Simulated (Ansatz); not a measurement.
B2H6 on a (100) slab of Si (Fd-3m (No. 227)), 6 planes, outer planes Si (top) and Si (bottom), its top face closed with H on dimers, its bottom face closed with Cl, 1 a cell of 58.8 Å², relaxed and still whole (its atoms last):

```yaml
crystal:
  lattice:
    - [7.66719, 0.00000, 0.00000]
    - [0.00000, 7.66719, 0.00000]
    - [0.00000, 0.00000, 31.00570]
  atoms:
    - { symbol: Si, position: [0.40651, 0.25000, 0.32017] }
    - { symbol: Si, position: [0.40651, 0.75000, 0.32017] }
    - { symbol: Si, position: [0.09349, 0.25000, 0.32017] }
    - { symbol: Si, position: [0.09349, 0.75000, 0.32017] }
    - { symbol: Si, position: [0.50000, 0.50000, 0.36388] }
    - { symbol: Si, position: [0.50000, 0.00000, 0.36388] }
    - { symbol: Si, position: [0.00000, 0.50000, 0.36388] }
    - { symbol: Si, position: [0.00000, 0.00000, 0.36388] }
    - { symbol: Si, position: [0.75000, 0.50000, 0.40759] }
    - { symbol: Si, position: [0.75000, 0.00000, 0.40759] }
    - { symbol: Si, position: [0.25000, 0.50000, 0.40759] }
    - { symbol: Si, position: [0.25000, 0.00000, 0.40759] }
    - { symbol: Si, position: [0.75055, 0.75002, 0.44894] }
    - { symbol: Si, position: [0.74968, 0.24996, 0.44928] }
    - { symbol: Si, position: [0.25013, 0.75004, 0.45321] }
    - { symbol: Si, position: [0.25007, 0.24996, 0.45347] }
    - { symbol: Si, position: [0.99160, 0.75035, 0.49514] }
    - { symbol: Si, position: [0.99137, 0.25017, 0.49546] }
    - { symbol: Si, position: [0.50913, 0.75002, 0.49493] }
    - { symbol: Si, position: [0.50839, 0.24950, 0.49569] }
    - { symbol: Si, position: [0.90767, 0.99981, 0.53412] }
    - { symbol: Si, position: [0.90712, 0.50079, 0.53391] }
    - { symbol: Si, position: [0.59329, 0.99868, 0.53408] }
    - { symbol: Si, position: [0.59304, 0.50074, 0.53387] }
    - { symbol: H, position: [0.97550, 0.99857, 0.57960] }
    - { symbol: H, position: [0.97305, 0.50305, 0.57942] }
    - { symbol: H, position: [0.52632, 0.99436, 0.57951] }
    - { symbol: H, position: [0.52693, 0.50453, 0.57949] }
    - { symbol: Cl, position: [0.50119, 0.25002, 0.25786] }
    - { symbol: Cl, position: [0.50102, 0.75000, 0.25785] }
    - { symbol: Cl, position: [0.99894, 0.24999, 0.25785] }
    - { symbol: Cl, position: [0.99883, 0.74995, 0.25787] }
    - { symbol: B, position: [0.16137, 0.37611, 0.66229] }
    - { symbol: B, position: [0.28957, 0.27744, 0.62227] }
    - { symbol: H, position: [0.16852, 0.21382, 0.64825] }
    - { symbol: H, position: [0.27800, 0.44092, 0.63534] }
    - { symbol: H, position: [0.02171, 0.43507, 0.65325] }
    - { symbol: H, position: [0.21783, 0.38253, 0.69820] }
    - { symbol: H, position: [0.23722, 0.26839, 0.58595] }
    - { symbol: H, position: [0.42840, 0.21959, 0.63232] }
```

All numbers below come from DFT PBE+D3(BJ), scalar-relativistic, plane waves, PAW in Ansatz 0.2.0. Settings: cutoff 420 eV, Γ-centred mesh 2×2×1 on the computed 40-atom cell, Gaussian smearing of 0.05 eV; no spin polarisation. A dipole correction removes the field between periodic images along c.

It binds with 0.21 eV a molecule against the clean slab and the free molecule (no zero-point or thermal terms); its shortest contact is H–H 2.38 Å. Take first-order desorption with no barrier to adsorption, no reaction on the face and an assumed prefactor of 10^13 s⁻¹.

**Question.** How long does a molecule stay at 400 K?

**Answer.** τ = ν⁻¹·exp(E/k_BT) with k_BT = 0.0345 eV: E/k_BT = 6.1, so τ ≈ 4×10^-11 s. At about one hit a site a second (10⁻⁶ mbar) the coverage is near τ × 1 s⁻¹, so a layer needs more than atmospheric pressure.

**Question.** Where does its peak lie in a desorption experiment heated at 5 K/s?

**Answer.** The peak obeys E/(k_B·T_p²) = (ν/β)·exp(−E/k_BT_p). Solving gives T_p ≈ 83 K (E/k_BT_p = 29.4). An error of 0.1 eV in E moves it by about 40 K, and larger molecules have larger prefactors, which lowers it.

**Question.** Is this physisorption or chemisorption?

**Answer.** The tightest contact, B–Si 3.98 Å, is 2.04 times the sum of covalent radii, and deformation and lateral interaction add up to 0.00 eV; under 0.01 e cross the plane between them. This is physisorption.